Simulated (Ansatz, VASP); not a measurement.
**Two plane-wave programs on K**

```
K
1.0
     0.00000    2.76187    2.76187
     2.76187    0.00000    2.76187
     2.76187    2.76187    0.00000
K
1
Cartesian
  0.0000 0.0000 0.0000
```

Alike in both runs: functional PBE; dispersion D3(BJ); k mesh 12 × 12 × 12; occupations gaussian, width 0.1 eV; no spin polarisation.

Ansatz relaxed the structure, and its values are those at the end. VASP's run is a single point on that final structure, the one shown.

|  | VASP | Ansatz |
| --- | --- | --- |
| version | VASP 6.6.1 | Ansatz 0.2.0 |
| potentials or method | VASP PAW PBE potentials, release 64 (K_sv) | scalar-relativistic, plane waves, PAW |
| plane-wave cutoff (eV) | 520 | 420 |
| valence electrons in the cell | 9 | 9 |

```csv
,VASP,Ansatz,Ansatz less VASP
gap on the k mesh at the Fermi level (eV),none,none,-
pressure (GPa),5.0,5.0,+0.01
```

A gap of «none» marks a metal or a gap that the smearing closes.

Caveats: pairwise dispersion overbinds metals, which lowers pressure and volume.
